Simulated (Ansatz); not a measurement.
# Relaxing an invented BN structure

Method: DFT PBE, scalar-relativistic, plane waves, PAW (Ansatz 0.2.0). Cutoff 420 eV, Gaussian smearing, Γ-centred meshes. Cell and atoms relax first on a coarse mesh and then on a finer one. In between, the cell is made exact in the group found at 0.06 Å. In metals the finer mesh still leaves noise of several meV/atom or more. The steps can't lower the symmetry of their start. No spin polarisation in the relaxation; trial moments died out in a coarse test.

The cell of BN is invented: 3-, 4-connected net, elements by coordination (P4/mmm, No. 123). Lengths were set from tabulated atomic sizes, so they are only a guess.

Space group P4/mmm (No. 123). a = 4.122 Å, b = 4.122 Å, c = 3.318 Å, α = 90.00°, β = 90.00°, γ = 90.00°
```csv
atom,site,symmetry,x,y,z
B,4m,m2m.,0.2423,0.0000,0.5000
N,4i,2mm.,0.5000,0.0000,0.7874
```

Formation energies are uncorrected and refer to the elements' standard structures at the same level (N₂ as a molecule).

**Question.** Describe the relaxed structure.

**Answer.** The symmetry stays P4/mmm (No. 123). The volume per atom grows by 36.2 %, from 7.0 to 9.6 Å³. The shortest distance goes from 1.41 Å (N–N) to 1.27 Å (N–N). The ratio c/a of the conventional cell changes by a factor of 0.88. The energy falls by about 1.1 eV/atom (the start's value is from the coarse mesh). Conventional cell: a = 4.761 Å, c = 3.387 Å. Around B lie 2 N at 1.53 Å and 2 B at 1.81 Å; around N lie 1 N at 1.27 Å and 2 B at 1.53 Å.

```cif
data_structure
_symmetry_space_group_name_H-M 'P4/mmm'
_symmetry_Int_Tables_number 123
_cell_length_a 4.7607
_cell_length_b 4.7607
_cell_length_c 3.3869
_cell_angle_alpha 90.000
_cell_angle_beta 90.000
_cell_angle_gamma 90.000
_cell_volume 76.76
loop_
_atom_site_label
_atom_site_type_symbol
_atom_site_symmetry_multiplicity
_atom_site_Wyckoff_symbol
_atom_site_fract_x
_atom_site_fract_y
_atom_site_fract_z
_atom_site_occupancy
B1 B 4 m 0.26910 0.00000 0.50000 1
N1 N 4 i 0.50000 0.00000 0.81226 1
```

**Question.** How does it come out in energy, and is it a metal?

**Answer.**

- Formation energy: +0.07 eV/atom
- Gap on the 8×8×12 mesh of the 8-atom cell: 0 eV (a metal)

A positive value: parting into the elements would lower its energy.

The last run used Gaussian smearing of 0.10 eV. Symmetry constrained the relaxation, so the result can be a saddle point. In all, the 3 runs took 4.9 min on 1 thread of Intel(R) Xeon(R) Processor @ 2.50GHz (Skylake/Cascade Lake), with other jobs on the host. Another cell of BN relaxed alike, in P2_1/m, lies 1.07 eV/atom lower, so this cell isn't the stable form at this level.
